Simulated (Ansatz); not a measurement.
# Ti2C: response to biaxial strain in the a-b plane

A series on Ti2C: biaxial strain in the a-b plane, -2 to +1 %; the length and tilt of c and the atoms relax. Wanted: energy, stress and any gap along the series.

Method: DFT r2SCAN, scalar-relativistic, plane waves, PAW, in Ansatz 0.2.0.

2 further runs of the same task are left out: 2 set aside as unsound or not needed.

**1. The system as given**

The structure is trigonal, space group R-3m (No. 166). Conventional cell: a = 3.078 Å, b = 3.078 Å, c = 14.463 Å, α = 90.00°, β = 90.00°, γ = 120.00°. Ti (site symmetry 3m) is surrounded by 3 C at 2.11 Å. C (site symmetry -3m) has 6 Ti at 2.11 Å in its first shell of neighbours.

Coordinates:

```cif
data_structure
_symmetry_space_group_name_H-M 'R-3m:H'
_symmetry_Int_Tables_number 166
_cell_length_a 3.0780
_cell_length_b 3.0780
_cell_length_c 14.4626
_cell_angle_alpha 90.000
_cell_angle_beta 90.000
_cell_angle_gamma 120.000
_cell_volume 118.66
loop_
_atom_site_label
_atom_site_type_symbol
_atom_site_symmetry_multiplicity
_atom_site_Wyckoff_symbol
_atom_site_fract_x
_atom_site_fract_y
_atom_site_fract_z
_atom_site_occupancy
Ti1 Ti 6 c 0.00000 0.00000 0.24521 1
C1 C 3 b 0.33333 0.66667 0.16667 1
```

It goes back to an entry of the Materials Project, which need not be the stable form.

The unstrained cell comes from an earlier run at this level (9 atoms, E(σ→0) -15787.9175 eV, gap none (metal)).

**2. Strain -1.0 %**

input.yaml

```yaml
crystal:
  lattice:
    - [3.0471801738, 0.0, 0.0]
    - [-1.5235900869, 2.6389354404, 0.0]
    - [0.0, 0.0, 14.5493448061]
  atoms:
    - { symbol: Ti, position: [0.3333333333, 0.6666666667, 0.9118801907] }
    - { symbol: Ti, position: [0.0, 0.0, 0.754786476] }
    - { symbol: Ti, position: [0.0, 0.0, 0.245213524] }
    - { symbol: Ti, position: [0.6666666667, 0.3333333333, 0.0881198093] }
    - { symbol: Ti, position: [0.6666666667, 0.3333333333, 0.5785468573] }
    - { symbol: Ti, position: [0.3333333333, 0.6666666667, 0.4214531427] }
    - { symbol: C, position: [0.6666666667, 0.3333333333, 0.8333333333] }
    - { symbol: C, position: [0.3333333333, 0.6666666667, 0.1666666667] }
    - { symbol: C, position: [0.0, 0.0, 0.5] }
basis:
  ecutwfc: 500
kpoints:
  mp_grid: { grid: [12, 12, 4] }
hamiltonian:
  xc: r2scan
scf:
  occupations: { method: gaussian, width: 0.1 }
output:
  forces: true
  stress: true
  eigenvalues: true
relax:
  adjacent_minimum: "off"
  f_tol: 0.008
  max_steps: 40
  cell: { stress_tol: 0.015, fix: [a, b, gamma] }
```

The run is started by

```console
$ ansatz run input.yaml --threads 1 --pin off --max-ram 2560MiB --backend cpu --events-out ev --progress --plain --runs-dir out
```

Further runs follow: strain +1.0 %; the cell strained by -2.0 %.

**Question.** What will these runs give? Wanted: (1/V) d²E/dε², innermost pair; strain of the free axis c per applied strain.

The runs gave:

```
                                    quantity                    value
                         largest energy cost  13.2 meV/atom at -2.0 %
               (1/V) d²E/dε², innermost pair                  777 GPa
strain of the free axis c per applied strain                    -0.51
```

**Reading.** The pair at ±1.0 % gives a curvature of 777 GPa, a rough value of twice the biaxial modulus; so few points cannot test it. The free axis c moves against the applied strain (factor -0.51).
